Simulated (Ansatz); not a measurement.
This Ansatz 0.2.0 run on Si needs a look.

File input.yaml:

```yaml
crystal:
  lattice:
    - [0.0, 2.7218511865, 2.7218511865]
    - [2.7218511865, 0.0, 2.7218511865]
    - [2.7218511865, 2.7218511865, 0.0]
  atoms:
    - { symbol: SIx, position: [0.514308, 0.499193, 0.489162], spin: 0.5 }
    - { symbol: Si, position: [0.766392, 0.745877, 0.748231], spin: 0.5 }
kpoints:
  mp_grid: { grid: [8, 8, 8] }
  band_path:
    path:
      - [0.0, 0.0, 0.0]
      - [0.5, 0.0, 0.5]
      - [0.5, 0.25, 0.75]
      - [0.375, 0.375, 0.75]
      - [0.0, 0.0, 0.0]
      - [0.5, 0.5, 0.5]
      - [0.625, 0.25, 0.625]
      - [0.5, 0.25, 0.75]
    npoints: 10
scf:
  occupations: { method: cold, width: 0.15 }
  max_iter: 75
hamiltonian:
  xc: r2scan
  dispersion: d3bjatm
  pseudopotentials: { kind: all_electron, lapw: { basis_error: 0.0005 } }
magnetization:
  spin_polarized: true
output:
  forces: true
  stress: true
  eigenvalues: true
```

Potentials or basis: all-electron LAPW, scalar-relativistic.

The run is started by

```bash
$ ansatz run input.yaml --threads 1 --pin off --max-ram 2560MiB --backend cpu --events-out ev --progress --plain --runs-dir out
```

Output:

```text
Error: YAML parse error: error: line 7 column 17: `SIx` is not an element symbol (H … Og, case-exact)
 --> <input>:7:17
  |
5 |     - [2.7218511865, 2.7218511865, 0.0]
6 |   atoms:
7 |     - { symbol: SIx, position: [0.514308, 0.499193, 0.489162], spin: 0.5 }
  |                 ^ `SIx` is not an element symbol (H … Og, case-exact)
8 |     - { symbol: Si, position: [0.766392, 0.745877, 0.748231], spin: 0.5 }
9 | kpoints:
  |
```

Problem. What happened, and what is wrong with the input?

Solution. The program refused the input. The input holds a flaw that was put in on purpose: an unknown element (crystal.atoms[0].symbol = SIx).
